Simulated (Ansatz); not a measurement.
**BaTe (P-6m2) at 2 levels of theory**

One geometry, relaxed with PBE; plane waves with PAW potentials in Ansatz, scalar-relativistic. No spin polarisation. Gaps are the least over mesh and band path; pressure is positive in compression.

```
CELL_PARAMETERS angstrom
4.80679 0.00000 0.00000
-2.40340 4.16280 0.00000
0.00000 0.00000 4.40909
ATOMIC_POSITIONS crystal
Ba 0.33333 0.66667 0.50000
Te 0.00000 0.00000 0.00000
```

```csv
level,cutoff (eV),k mesh,gap (eV),pressure (GPa)
PBE,420,9×9×6,1.52,0.0
```

Problem. What comes out on the same cell with r2SCAN?

Solution.
```csv
level,cutoff (eV),k mesh,gap (eV),pressure (GPa)
r2SCAN,500,9×9×6,1.88,0.0
```

Spin-orbit coupling matters for the bands of heavy elements and is left out.

The structure comes from a generated guess; another structure or a mixture of phases may lie lower.
